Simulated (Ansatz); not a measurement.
# MgS (Niningerite) (Fm-3m) in Ansatz: further runs, part 2 of 2

Ansatz 0.2.0. Earlier steps stand in the parts before.

### 3 Single point, r2SCAN, 16.55 Å³/atom (volume scaled by 0.94)

File input.yaml:

```yaml
crystal:
  lattice:
    - [0.0, 2.5485401997, 2.5485401997]
    - [2.5485401997, 0.0, 2.5485401997]
    - [2.5485401997, 2.5485401997, 0.0]
  atoms:
    - { symbol: S, position: [0.5, 0.5, 0.5] }
    - { symbol: Mg, position: [0.0, 0.0, 0.0] }
hamiltonian:
  xc: r2scan
  pseudopotentials: { kind: paw }
kpoints:
  mp_grid: { grid: [9, 9, 9] }
scf:
  occupations: { method: fermi_dirac, width: 0.05 }
output:
  forces: true
  stress: true
  eigenvalues: true
```

Potentials or basis: Ansatz PAW.

Started as:

```bash
ansatz run input.yaml --threads 2 --pin off --max-ram 5632MiB --backend cpu --events-out ev --progress --plain --runs-dir out
```

The program printed:

```text
Warning: RAYON_NUM_THREADS=2 ignored (pool sized by the plan → 2); use --threads N
Engine: ansatz 0.2.0, aarch64-unknown-linux-gnu
Pseudopotentials: kind: paw
Pseudopotential: S, paw, valence charge 6, recommended cutoff 500 eV (meta_gga), S.paw.azcp
Pseudopotential: Mg, paw, valence charge 10, recommended cutoff 500 eV (meta_gga), Mg.paw.azcp
Functional definition: r2SCAN
  parameter k0 = 0.174
  parameter k1 = 0.065
  parameter a1 = 4.9479
  exchange = r2scan_x(k0 = k0, k1 = k1, a1 = a1)
  correlation = r2scan_c
Crystal: 2 atoms, lattice volume = 33.106 Å³
Basis set: ecut = 500 eV, 869 PW (Γ), exchange–correlation on 108×108×108 points (64 copies of the dense FFT grid, shifted against one another)
Bands: 12, of which v1, the nominal top of the filled ones, is band 8 counted from 1 (7 counted from 0)
Symmetry: 48 space group operations
Space group: Fm-3m (ITA 225), of the structure as read, at distance tolerance 3.2e-5 Å
k-points: 35 of 729
Non-local potential: S, projectors of the file, l = 0: 2, l = 1: 2, l = 2: 2
Non-local potential: Mg, projectors of the file, l = 0: 3, l = 1: 2, l = 2: 1
PAW form: soft (Blöchl's): semilocal exchange-correlation on the pseudo side does not see the compensation charge
PAW frozen core: S, regenerated for the run's functional (the file was generated under x = pbe(κ = 0.804, μ = 0.2195149727645171), c = pbe(β = 0.06672455060314922))
PAW frozen core: Mg, regenerated for the run's functional (the file was generated under x = pbe(κ = 0.804, μ = 0.2195149727645171), c = pbe(β = 0.06672455060314922))
PAW one-centre angular grid: S, 302 points (default); XC on 160 Gauss nodes
PAW one-centre angular grid: Mg, 302 points (default); XC on 224 Gauss nodes
Initial density: superposition of atomic densities (neutral atoms: chi_scale 0, normalization atom), corrected by the library's trained network
Initial wavefunctions: pseudopotential atomic-orbital guess
Functional: x = r2scan, c = r2scan; τ floored in thin density (d = 2e-4 eV/Å³)
SCF iter   1: F=—  HF=-2835.485901 eV  |F-HF|=—  |Δ(HF+E_count)|=         —  Δρ=7.03e-3  dr2=5.94e-3  dr2_τ=9.33e-3  ethr=1.77e-3  ⟨swp⟩=5.4  Hψ=2568  notcnv=0
preconditioner: auto → none  [insulator: Δε(μ)=3.646 eV  Ē_g=12.976 eV  σ=0.050 eV  W_gap=1.00  n_scr=8 (ndim 8)  ℏωp=18.3 eV  f_vac=0.000  D(μ)=0.00/eV (n_scr^D=0)  ε∞_Penn≈3.0]
SCF iter   2: F=—  HF=-2835.540953 eV  |F-HF|=—  |Δ(HF+E_count)|=   5.51e-2  Δρ=2.97e-3  dr2=2.06e-3  dr2_τ=5.52e-5  ethr=3.71e-5  ⟨swp⟩=2.0  Hψ=1120  notcnv=0
SCF iter   3: F=—  HF=-2835.541310 eV  |F-HF|=—  |Δ(HF+E_count)|=   3.58e-4  Δρ=8.82e-4  dr2=1.89e-4  dr2_τ=2.16e-5  ethr=1.29e-5  ⟨swp⟩=2.0  Hψ=554  notcnv=0
SCF iter   4: F=—  HF=-2835.541281 eV  |F-HF|=—  |Δ(HF+E_count)|=   2.93e-5  Δρ=1.61e-4  dr2=5.00e-6  dr2_τ=3.76e-7  ethr=1.18e-6  ⟨swp⟩=2.2  Hψ=564  notcnv=0
SCF iter   5: F=—  HF=-2835.541283 eV  |F-HF|=—  |Δ(HF+E_count)|=   1.68e-6  Δρ=1.18e-5  dr2=2.52e-8  dr2_τ=2.54e-9  ethr=3.13e-8  ⟨swp⟩=2.2  Hψ=595  notcnv=0
SCF iter   6: F=-2835.541283 eV  HF=-2835.541283 eV  |F-HF|=2.92e-9  |Δ(HF+E_count)|=   2.96e-8  Δρ=3.18e-6  dr2=4.13e-9  dr2_τ=2.18e-10  ethr=1.58e-10  ⟨swp⟩=2.0  Hψ=1441  notcnv=0
SCF 1 converged in 6 iterations: F = -2835.541283 eV  dr2 = 4.13e-9
SCF converged after 6 iterations
Free energy (F): -2835.541283 eV
Harris-Foulkes:  -2835.541283 eV  (|F-HF|=2.92e-9)
Internal energy: -2835.541283 eV  (E = F + TS)
E sigma→0 (E₀):  -2835.541283 eV
Fermi energy:    8.762547 eV
--- Per-component energies (eV) ---
  E_band       = -338.014317
  E_kinetic    = 186.602945
  E_local      = -1636.192105  (includes V_loc(G=0)·N_el)
  E_nonlocal   = 123.685587
  E_hartree    = 583.522025
  E_xc         = -121.482626
  E_vxc        = -137.257316  (∫ρ·V_xc dr)
  E_paw        = -906.050299  (= ΣΔE_a)
  E_vpaw       = -48.872638  (= ΣTr[D̂ρ^β])
  E_aug_tail   = -0.000001  (compensation charges beyond the density's cutoff)
  E_vtau       = 6.976129  (kinetic-family band-sum trace: ∫τ·v_τ [+ j·A + Jᵃ·Aᵃ] dr)
  E_ewald      = -1065.490834
  E_core_change = -0.135975  (= ΣΔE_core)
  E_smearing   = -0.000000  (= −TS)
  E_closure    = -0.000000  (closes the sum)
  Σ components = -2835.541283   (vs F -2835.541283, Δ=0.00e0)
--- Forces (eV/Å), atoms counted from 1 ---
  atom   1  S      0.00000000    -0.00000000     0.00000000
  atom   2  Mg    -0.00000000     0.00000000    -0.00000000
  max |Σ_I F_I| component: 3.98e-30 eV/Å
--- Stress (GPa, compression-positive) ---
        5.579933      -0.000000      -0.000000
       -0.000000       5.579933       0.000000
        0.000000      -0.000000       5.579933
  P = ⅓ Tr σ = 5.5799 GPa (55.799 kbar)
--- Band table (eV; the first three rows and the last of 35) ---
  k-point 0: bands = ["-70.5192", "-35.6200", "-35.6200", "-35.6200", "-6.6660", "6.8981", "6.8981", "6.8981", "12.0793", "15.3262", "15.3262", "15.3262"]
  k-point 1: bands = ["-70.5192", "-35.6211", "-35.6202", "-35.6202", "-6.5293", "6.0301", "6.8012", "6.8012", "12.6938", "15.1357", "15.5750", "15.5750"]
  k-point 2: bands = ["-70.5190", "-35.6238", "-35.6205", "-35.6205", "-6.1485", "4.3599", "6.5765", "6.5765", "12.9128", "15.5010", "15.5010", "15.9949"]
  k-point 34: bands = ["-70.5186", "-35.6262", "-35.6251", "-35.6232", "-4.7164", "3.0235", "3.6161", "4.6122", "12.9707", "14.9291", "15.4794", "16.9680"]
```

It took 1.4 s on 2 threads of Arm Neoverse V1, shared host; peak memory 0.35 GiB.

What came out:

```yaml
Free_energy: -2835.5413 eV
Pressure: 5.6 GPa
Band_gap_on_the_k_mesh: 3.72 eV, indirect (least direct gap 5.18 eV)
```

Caveat: odd divisions of the mesh miss points on the zone boundary, where band edges often lie, so the gap on the mesh can be too wide; the PAW data sets come from PBE, with cores solved anew for the run's functional, which leaves a small shift of forces and pressure.

### 4 Single point, r2SCAN, 16.91 Å³/atom (volume scaled by 0.96)

Edit input.yaml of step 3 so:

```diff
@@ -2,5 +2,5 @@
   lattice:
-    - [0.0, 2.5485401997, 2.5485401997]
-    - [2.5485401997, 0.0, 2.5485401997]
-    - [2.5485401997, 2.5485401997, 0.0]
+    - [0.0, 2.5664882573, 2.5664882573]
+    - [2.5664882573, 0.0, 2.5664882573]
+    - [2.5664882573, 2.5664882573, 0.0]
   atoms:
```

Started as:

```bash
ansatz run input.yaml --threads 2 --pin off --max-ram 5632MiB --backend cpu --events-out ev --progress --plain --runs-dir out
```

It took 1.4 s on 2 threads of Arm Neoverse V1, shared host; peak memory 0.35 GiB.

It converged, with:

| Item | Value |
| --- | --- |
| Free energy | -2835.5612 eV |
| Pressure | 3.5 GPa |
| Band gap on the k mesh | 3.68 eV, indirect (least direct gap 4.99 eV) |

Caveat: odd divisions of the mesh miss points on the zone boundary, where band edges often lie, so the gap on the mesh can be too wide; the PAW data sets come from PBE, with cores solved anew for the run's functional, which leaves a small shift of forces and pressure.

### 5 Single point, r2SCAN, 17.26 Å³/atom (volume scaled by 0.98)

Edit input.yaml of step 4 so:

```diff
@@ -2,5 +2,5 @@
   lattice:
-    - [0.0, 2.5664882573, 2.5664882573]
-    - [2.5664882573, 0.0, 2.5664882573]
-    - [2.5664882573, 2.5664882573, 0.0]
+    - [0.0, 2.5841887356, 2.5841887356]
+    - [2.5841887356, 0.0, 2.5841887356]
+    - [2.5841887356, 2.5841887356, 0.0]
   atoms:
```

Started as:

```bash
ansatz run input.yaml --threads 2 --pin off --max-ram 5632MiB --backend cpu --events-out ev --progress --plain --runs-dir out
```

It took 1.4 s on 2 threads of Arm Neoverse V1, shared host; peak memory 0.35 GiB.

It converged, with:

* Free energy: -2835.5726 eV
* Pressure: 1.7 GPa
* Band gap on the k mesh: 3.64 eV, indirect (least direct gap 4.81 eV)

Caveat: odd divisions of the mesh miss points on the zone boundary, where band edges often lie, so the gap on the mesh can be too wide; the PAW data sets come from PBE, with cores solved anew for the run's functional, which leaves a small shift of forces and pressure.

### 6 Single point, r2SCAN, 17.61 Å³/atom

Edit input.yaml of step 5 so:

```diff
@@ -2,5 +2,5 @@
   lattice:
-    - [0.0, 2.5841887356, 2.5841887356]
-    - [2.5841887356, 0.0, 2.5841887356]
-    - [2.5841887356, 2.5841887356, 0.0]
+    - [0.0, 2.60165, 2.60165]
+    - [2.60165, 0.0, 2.60165]
+    - [2.60165, 2.60165, 0.0]
   atoms:
```

Potentials or basis: Ansatz PAW.

Started as:

```bash
ansatz run input.yaml --threads 2 --pin off --max-ram 5632MiB --backend cpu --events-out ev --progress --plain --runs-dir out
```

Wall time 1.4 s (2 threads of Arm Neoverse V1, shared host); peak memory 0.35 GiB.

Results (log left out):

| Item | Value |
| --- | --- |
| Free energy | -2835.5761 eV |
| Pressure | 0.0 GPa |
| Band gap on the k mesh | 3.59 eV, indirect (least direct gap 4.64 eV) |

Caveat: odd divisions of the mesh miss points on the zone boundary, where band edges often lie, so the gap on the mesh can be too wide; the PAW data sets come from PBE, with cores solved anew for the run's functional, which leaves a small shift of forces and pressure.

### 7 Single point, r2SCAN, 17.96 Å³/atom (volume scaled by 1.02)

Edit input.yaml of step 6 so:

```diff
@@ -2,5 +2,5 @@
   lattice:
-    - [0.0, 2.60165, 2.60165]
-    - [2.60165, 0.0, 2.60165]
-    - [2.60165, 2.60165, 0.0]
+    - [0.0, 2.6188799723, 2.6188799723]
+    - [2.6188799723, 0.0, 2.6188799723]
+    - [2.6188799723, 2.6188799723, 0.0]
   atoms:
```

Started as:

```bash
ansatz run input.yaml --threads 2 --pin off --max-ram 5632MiB --backend cpu --events-out ev --progress --plain --runs-dir out
```

Wall time 1.5 s (2 threads of Arm Neoverse V1, shared host); peak memory 0.39 GiB.

The run converged. Its results:

* Free energy: -2835.5727 eV
* Pressure: -1.5 GPa
* Band gap on the k mesh: 3.55 eV, indirect (least direct gap 4.48 eV)

Caveat: odd divisions of the mesh miss points on the zone boundary, where band edges often lie, so the gap on the mesh can be too wide; the PAW data sets come from PBE, with cores solved anew for the run's functional, which leaves a small shift of forces and pressure.

### 8 Single point, r2SCAN, 18.31 Å³/atom (volume scaled by 1.04)

Edit input.yaml of step 7 so:

```diff
@@ -2,5 +2,5 @@
   lattice:
-    - [0.0, 2.6188799723, 2.6188799723]
-    - [2.6188799723, 0.0, 2.6188799723]
-    - [2.6188799723, 2.6188799723, 0.0]
+    - [0.0, 2.6358861629, 2.6358861629]
+    - [2.6358861629, 0.0, 2.6358861629]
+    - [2.6358861629, 2.6358861629, 0.0]
   atoms:
```

Started as:

```bash
ansatz run input.yaml --threads 2 --pin off --max-ram 5632MiB --backend cpu --events-out ev --progress --plain --runs-dir out
```

Run time: 1.5 s. Hardware: 2 threads of Arm Neoverse V1, shared host; peak memory 0.39 GiB.

Results (log left out):

```
Free energy            : -2835.5629 eV
Pressure               : -2.9 GPa
Band gap on the k mesh : 3.51 eV, indirect (least direct gap 4.32 eV)
```

Caveat: odd divisions of the mesh miss points on the zone boundary, where band edges often lie, so the gap on the mesh can be too wide; the PAW data sets come from PBE, with cores solved anew for the run's functional, which leaves a small shift of forces and pressure.

### 9 Single point, r2SCAN, 18.67 Å³/atom (volume scaled by 1.06)

Edit input.yaml of step 8 so:

```diff
@@ -2,5 +2,5 @@
   lattice:
-    - [0.0, 2.6358861629, 2.6358861629]
-    - [2.6358861629, 0.0, 2.6358861629]
-    - [2.6358861629, 2.6358861629, 0.0]
+    - [0.0, 2.6526756995, 2.6526756995]
+    - [2.6526756995, 0.0, 2.6526756995]
+    - [2.6526756995, 2.6526756995, 0.0]
   atoms:
@@ -19 +19,5 @@
   eigenvalues: true
+  write_density: true
+  write_potential: true
+  elf: true
+  volumetric_format: npy
```

Potentials or basis: Ansatz PAW.

Started as:

```bash
ansatz run input.yaml --threads 2 --pin off --max-ram 5632MiB --backend cpu --events-out ev --progress --plain --runs-dir out
```

Wall time 1.8 s (2 threads of Arm Neoverse V1, shared host); peak memory 0.4 GiB.

The run converged. Its results:

* Free energy: -2835.5474 eV
* Pressure: -4.1 GPa
* Band gap on the k mesh: 3.46 eV, indirect (least direct gap 4.17 eV)

Caveat: odd divisions of the mesh miss points on the zone boundary, where band edges often lie, so the gap on the mesh can be too wide; the PAW data sets come from PBE, with cores solved anew for the run's functional, which leaves a small shift of forces and pressure.

### 10 Equation of state, r2SCAN

This step only gathers the single runs of the series.

What came out:

```
Equilibrium volume                      : 17.61 Å³/atom
Bulk modulus                            : 80 GPa
Pressure derivative of the bulk modulus : 4.0
```

Energy against volume, from the lowest point:
```csv
volume (Å³/atom),energy (meV/atom)
16.553,17.43
16.905,7.46
17.257,1.79
17.609,0.00
17.962,1.72
18.314,6.61
18.666,14.37
```

Caveat: the PAW data sets were made with another functional, which shifts forces and pressure a little.
